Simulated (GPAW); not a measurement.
# CdSe (Cadmoselite) (P6_3mc) in GPAW: notebook, part 2 of 2

GPAW 26.7.0. Earlier steps stand in the parts before.

### 4 G0W0 quasiparticle levels, PBE

Contents of run.py:

```python
import json
import numpy as np
from ase import Atoms
from ase.dft.bandgap import bandgap
from ase.io import write
from gpaw import GPAW, PW
from gpaw.response.g0w0 import G0W0

atoms = Atoms(['Cd', 'Cd', 'Se', 'Se'],
              cell=[[4.3, 0.0, 0.0],
                    [-2.15, 3.7239092363, 0.0],
                    [0.0, 0.0, 7.02]],
              scaled_positions=[[0.6666666667, 0.3333333333, 0.5],
                                [0.3333333333, 0.6666666667, 0.0],
                                [0.6666666667, 0.3333333333, 0.885],
                                [0.3333333333, 0.6666666667, 0.385]],
              pbc=True)

calc = GPAW(mode=PW(450),
            xc='PBE',
            kpts={'size': (2, 2, 1), 'gamma': True},
            occupations={'name': 'fermi-dirac', 'width': 0.001},
            nbands=31,
            convergence={'density': 1e-06},
            maxiter=150,
            txt='gpaw.txt')
atoms.calc = calc
energy = atoms.get_potential_energy()
calc.write('gs.gpw')
write('result.traj', atoms)
print(f'Energy: {energy:.6f} eV')
print('Fermi level:', round(calc.get_fermi_level(), 4), 'eV')
print(f'Gap: {bandgap(calc)[0]:.4f} eV, direct: {bandgap(calc, direct=True)[0]:.4f} eV')

calc.diagonalize_full_hamiltonian(nbands=339)
calc.write('full.gpw', mode='all')

ibz = calc.get_ibz_k_points()
gap, vbm, cbm = bandgap(calc, output=None)
gap, direct, _ = bandgap(calc, direct=True, output=None)
gamma = int(np.abs(ibz).sum(1).argmin())
kpts = sorted({gamma, vbm[1], cbm[1], direct[1]})
gw = G0W0(calc='full.gpw',
          filename='gw',
          ecut=120,
          ecut_extrapolation=True,
          relbands=(-2, 2),
          kpts=kpts,
          integrate_gamma='WS',
          ppa=True)
gw.calculate()
results = {mode: {key: np.asarray(r[key]).tolist() for key in ['f', 'eps', 'vxc', 'exx', 'sigma', 'Z', 'qp', 'sigma_eskn']}
           for mode, r in gw.all_results.items()}
json.dump({'kpts': ibz[kpts].tolist(), 'results': results}, open('gw.json', 'w'))
for mode, r in results.items():
    f, qp = np.array(r['f']), np.array(r['qp'])
    print(mode, 'quasiparticle energies (eV):')
    print(qp.round(3))
    print(mode, 'gap:', round(qp[f < 0.5].min() - qp[f > 0.5].max(), 4), 'eV')
```

Potentials or basis: GPAW PAW data sets (gpaw-data 1.2.1), pw.

Run with:

```sh
$ OMP_NUM_THREADS=1 python run.py
```

gpaw.txt:

```text
__  _  _
 | _ |_)|_||  |
 |__||  | ||/\| - 26.7.0

Input parameters:
  mode=PW(ecut=450.00000000000006),
  convergence={'density': 1e-06},
  kpts=MonkhorstPack(size=(2, 2, 1), gamma=True),
  maxiter=150,
  nbands=31,
  occupations=Occupations(name='fermi-dirac', width=0.001),
  xc=XC(name='PBE')

Diagonalizing LCAO Hamiltonian
Converting LCAO to pw mode

            Se

        Se  Cd

        Cd

Atoms  # Å, Bohr magnetons
|   | symbol |         x |        y |        z |    initial magnetic moments |
|---|--------|-----------|----------|----------|-----------------------------|
| 0 |     Cd |  2.150000 | 1.241303 | 3.510000 | ( 0.0000,  0.0000,  0.0000) |
| 1 |     Cd | -0.000000 | 2.482606 | 0.000000 | ( 0.0000,  0.0000,  0.0000) |
| 2 |     Se |  2.150000 | 1.241303 | 6.212700 | ( 0.0000,  0.0000,  0.0000) |
| 3 |     Se | -0.000000 | 2.482606 | 2.702700 | ( 0.0000,  0.0000,  0.0000) |

Unit cell  # Å
| periodic |         x |        y |        z |  lengths |     angles |
[... 146 lines left out ...]
|iter:   7| |  -10.218519c| -6.32 | -3.52 |
|iter:   8| |  -10.218518c| -7.13 | -4.10 |
|iter:   9| |  -10.218518c| -7.86c| -4.76 |
|iter:  10| |  -10.218518c| -8.39c| -5.26 |
|iter:  11| |  -10.218518c| -9.03c| -6.01c|

Converged in 11 steps
Energy contributions relative to reference atoms: (reference = -436553.300934)

Energy contributions:
  Kinetic:          44.874004
  Coulomb:         -38.805708
  Zero:              0.099908
  External:          0.000000
  Xc:              -16.386721
  Entropy:          -0.000000
  Spinorbit:         0.000000
  ----------------------------
  Free energy:     -10.218518
  Extrapolated:    -10.218518

dipole moment: (0.000011, 0.000007, -18.256751)  # |e|*Ang

Fermi level: 3.802
Eigenvalues  # (at kpt = [0.000, 0.000, 0.000])
| band index |      eig [eV] | occ [0-2] |
|------------|---------------|-----------|
|          0 |        -8.796 |     2.000 |
|        ... |               |           |
|         10 |        -3.894 |     2.000 |
|         11 |        -3.603 |     2.000 |
|         12 |        -0.532 |     2.000 |
|         13 |         3.035 |     2.000 |
|         14 |         3.035 |     2.000 |
|         15 |         3.758 |     2.000 |
[... 8 lines left out ...]
|         24 |        10.644 |     0.000 |
|         25 |        11.446 |     0.000 |
|        ... |               |           |
|         30 |        14.669 |     0.000 |

Gap: 0.615 eV
Transition (v -> c):
  (s=0, k=0, n=17, [0.00, 0.00, 0.00]) -> (s=0, k=0, n=18, [0.00, 0.00, 0.00])
No difference between direct/indirect transitions
# Writing to gs.gpw (mode='')

Matrix size: 2431x2431
# Writing to full.gpw (mode='all')
```

gw.w.txt:

```text
FrequencyGridDescriptor(from 0.000+0.000j to 0.000+27.211j eV, 2 points)
FrequencyGridDescriptor(from 0.000+0.000j to 0.000+27.211j eV, 2 points)

BZ k-points: Symmetries present (total): 6

4 k-points: 2 x 2 x 1 Monkhorst-Pack grid + [1/4,1/4,0.000000]
2 k-points in the irreducible part of the Brillouin zone
       k-points in crystal coordinates                weights
   0:     0.00000000    0.00000000    0.00000000          1/4
[... 129 lines left out ...]
qp:      QP-energies [eV]

k-point 0 (0): (0.000, 0.000, 0.000)                GW
band       f     eps     vxc     exx   sigma  dsigma       Z      qp
                                                                   GW
  16   1.000   3.769 -17.492 -20.562   2.124  -0.278   0.783   3.029
  17   1.000   3.769 -17.492 -20.562   2.125  -0.278   0.783   3.029
  18   0.000   4.384 -12.888  -8.507  -4.409  -0.248   0.801   4.362
  19   0.000   5.767 -12.443  -7.853  -4.594  -0.250   0.800   5.765
```

Run time: 91 s. Hardware: 1 thread of Arm Neoverse V2, shared host; peak memory 0.7 GiB.

The run converged, but some of its settings lie outside the range that counts as converged, so its numbers aren't taken as properties of the crystal.

What came out:

```
Free energy                              : -10.2185 eV
Band gap on the k mesh, mean-field level : 0.61 eV, direct
Quasiparticle gap                        : 1.33 eV
Least direct quasiparticle gap           : 1.33 eV
```

Caveat: the k mesh is coarse (spacing up to 0.90 Å⁻¹), so the values aren't converged; the quasiparticle gap is taken among the few k points that were corrected; the k mesh is too small for a converged quasiparticle gap; the long-wavelength limit can be off by several per cent where d states take part.

### 5 Comparison with measurements

Step 2. A measured gap of CdSe is 1.841 eV (2 K; a printed reference work, data compilation); the calculated 0.57 eV misses it by -1.27 eV. So large a miss can be the level of theory's own, or it may mean another phase, state or a wrong row. Spin-orbit coupling on Cd, Se is left out. The value is that of PBEsol, without temperature or zero-point motion. Semilocal functionals fall short of measured gaps as a rule.
